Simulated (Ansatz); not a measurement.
# Ti: further runs on the relaxed cell

The task here is to estimate one member of a computed series from the others.

Program: Ansatz 0.2.0. Level of theory: DFT PBEsol, scalar-relativistic, plane waves, PAW. These are calculated values, not measurements.

1 further run of the same task is left out (set aside as unsound or not needed).

### The starting structure

The structure is hexagonal, space group P6_3/mmc (No. 194). The conventional cell has a = 2.900 Å, b = 2.900 Å, c = 4.591 Å, α = 90.00°, β = 90.00°, γ = 120.00°. Around Ti (site symmetry -6m2) lie 12 Ti at 2.84 to 2.90 Å.

As a file:

```cif
data_structure
_symmetry_space_group_name_H-M 'P 1'
_symmetry_Int_Tables_number 1
_cell_length_a 2.9005
_cell_length_b 2.9005
_cell_length_c 4.5909
_cell_angle_alpha 90.000
_cell_angle_beta 90.000
_cell_angle_gamma 120.000
_cell_volume 33.45
loop_
_atom_site_label
_atom_site_type_symbol
_atom_site_fract_x
_atom_site_fract_y
_atom_site_fract_z
_atom_site_occupancy
Ti1 Ti 0.33333 0.66667 0.25000 1
Ti2 Ti 0.66667 0.33333 0.75000 1
```

It is the result of an earlier relaxation at this level (volume 16.72 Å³/atom; gap on the mesh: none (metal)).

The first run:

input.yaml

```yaml
crystal:
  lattice:
    - [2.9004758374, 0.0, 0.0]
    - [-1.4502379187, 2.5118857582, 0.0]
    - [0.0, 0.0, 4.5909212534]
  atoms:
    - { symbol: Ti, position: [0.3333333333, 0.6666666667, 0.25] }
    - { symbol: Ti, position: [0.6666666667, 0.3333333333, 0.75] }
basis:
  ecutwfc: 420
kpoints:
  mp_grid: { grid: [18, 18, 10] }
  band_path:
    path:
      - [[0.0, 0.0, 0.0], [0.5, 0.0, 0.0], [0.33333333, 0.33333333, 0.0], [0.0, 0.0, 0.0], [0.0, 0.0, 0.5], [0.5, 0.0, 0.5], [0.33333333, 0.33333333, 0.5], [0.0, 0.0, 0.5]]
      - [[0.5, 0.0, 0.5], [0.5, 0.0, 0.0]]
      - [[0.33333333, 0.33333333, 0.5], [0.33333333, 0.33333333, 0.0]]
    npoints: 14
hamiltonian:
  xc: pbesol
scf:
  occupations: { method: gaussian, width: 0.1 }
  n_extra_bands: 6
output:
  forces: true
  stress: true
  eigenvalues: true
  populations: true
  dos: { projected: true, de: 0.02, nscf_kmesh: { grid: [27, 27, 15] } }
  bader: true
  write_density: true
  write_potential: true
  elf: true
  volumetric_format: npy
```

The run is started by

```sh
ansatz run input.yaml --threads 1 --pin off --max-ram 2560MiB --backend cpu --events-out ev --progress --plain --runs-dir out
```

Steps of the session up to this table: Electronic structure at the relaxed geometry; The cell scaled to 0.97 of its volume; Point at V/V0 = 1.03; The cell scaled to 0.94 of its volume; Point at V/V0 = 1.06.

One table of the session follows, with a row left open; its other results are not shown here.

It belongs to the step «Energy against volume». 

| volume (Å³/atom) | energy above the lowest point (meV/atom) | pressure (GPa) |
| --- | --- | --- |
| 15.721 | 24.7 | 8.26 |
| 16.222 | ? | ? |
| 16.724 | 0.0 | 0.01 |
| 17.226 | 5.4 | -3.35 |
| 17.727 | 20.7 | -6.28 |

Estimate the missing values for volume (Å³/atom) = 16.222.

Worked estimate for «energy above the lowest point (meV/atom)». A straight line through the neighbours (15.721, 24.7) and (16.724, 0.0) gives 24.7 + (0.0 − 24.7) × (16.222 − 15.721) / (16.724 − 15.721) = 12.4; a parabola fitted to 3 rows on both sides gives 6.4.

As computed: energy above the lowest point (meV/atom): 5.9; pressure (GPa): 3.86. In «energy above the lowest point (meV/atom)» the line misses by +6.5 and the parabola by +0.5.
